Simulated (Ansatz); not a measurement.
## Pb: what changed settings do

All trials start from this Ansatz input:

```yaml
crystal:
  lattice:
    - [3.0386068135, -1.75031996, 0.0]
    - [3.0386068135, 1.75031996, 0.0]
    - [-2.1154626375, 0.0, 6.0952248674]
  atoms:
    - { symbol: Pb, position: [0.09149159, 0.09149159, 0.2737078] }
    - { symbol: Pb, position: [0.90850841, 0.90850841, 0.7262922] }
basis:
  ecutwfc: 420
kpoints:
  mp_grid: { grid: [6, 6, 4] }
hamiltonian:
  xc: pbe
scf:
  occupations: { method: gaussian, width: 0.1 }
output:
  forces: true
  stress: true
  eigenvalues: true
```

Command:

```bash
ansatz run input.yaml --threads 1 --pin off --max-ram 1331MiB --backend cpu --events-out ev --progress --plain --runs-dir out
```

The run converges in 7 SCF iterations on 47 irreducible k-points: pressure 1.30 GPa, largest force 0.188 eV/Å, no gap.

Settings here are deliberately varied, not converged. Each trial's input is given as a difference from the reference's; energies are extrapolated to zero smearing where there is one, and pressure is positive in compression. Charged cells sit in a uniform background, and their pressures hang on that convention.

Question: Trial 1:

```diff
 basis:
-  ecutwfc: 420
+  ecutwfc: "16 Ha"
```

How does this run end?

Answer: The run converges in 7 SCF iterations on 47 irreducible k-points: energy 0.23 meV per atom below the reference, pressure 1.30 GPa, largest force 0.188 eV/Å, no gap.

Question: Trial 2:

```diff
+total_charge: -0.5
```

How does this run end?

Answer: The run converges in 8 SCF iterations on 47 irreducible k-points: pressure 0.06 GPa (with the neutralising background of the charged cell), largest force 0.191 eV/Å, no gap.

Question: Trial 3:

```diff
+total_charge: 12
 kpoints:
-  mp_grid: { grid: [6, 6, 4] }
+  mp_grid: { grid: [2.5, 2, 2] }
 scf:
-  occupations: { method: gaussian, width: 0.1 }
+  occupations: { method: cold, width: 0.13 }
+  max_iter: 300
```

How does this run end?

Answer: The program refuses the input:

```text
Error: YAML parse error: error: line 13 column 21: invalid u32
```

Next try, with these keys changed back:

```diff
 kpoints:
-  mp_grid: { grid: [2.5, 2, 2] }
+  mp_grid: { grid: [6, 6, 4] }
```

The run converges in 23 SCF iterations on 47 irreducible k-points: pressure -33.51 GPa (with the neutralising background of the charged cell), largest force 20.894 eV/Å, no gap.

Question: Trial 4:

```diff
 scf:
-  occupations: { method: gaussian, width: 0.1 }
+  occupations: { method: tetrahedron }
+  convergence: { dr2_threshold: "1e-9 eV" }
```

How does this run end?

Answer: The run converges in 8 SCF iterations on 47 irreducible k-points: energy 23.3 meV per atom below the reference, pressure 1.23 GPa, largest force 0.072 eV/Å, no gap. It warns that the printed bands weren't solved further after the SCF; that the SCF threshold is loose for the stress; that forces and stress under tetrahedra may miss the energy's slope.

Question: Trial 5:

```diff
 basis:
-  ecutwfc: 420
+  ecutwfc: "19 Ha"
 kpoints:
-  mp_grid: { grid: [6, 6, 4] }
+  mp_grid: { kspacing: 0.65 }
```

How does this run end?

Answer: The run converges in 8 SCF iterations on 14 irreducible k-points: energy 77.5 meV per atom above the reference, pressure 1.22 GPa, largest force 0.332 eV/Å, no gap.

Question: Trial 6:

```diff
 hamiltonian:
+  dispersion: d3bj
 scf:
-  occupations: { method: gaussian, width: 0.1 }
+  occupations: { method: fermi_dirac, width: "300 K" }
```

What does the program give?

Answer: The run converges in 7 SCF iterations on 47 irreducible k-points: pressure -0.65 GPa, largest force 0.199 eV/Å, no gap.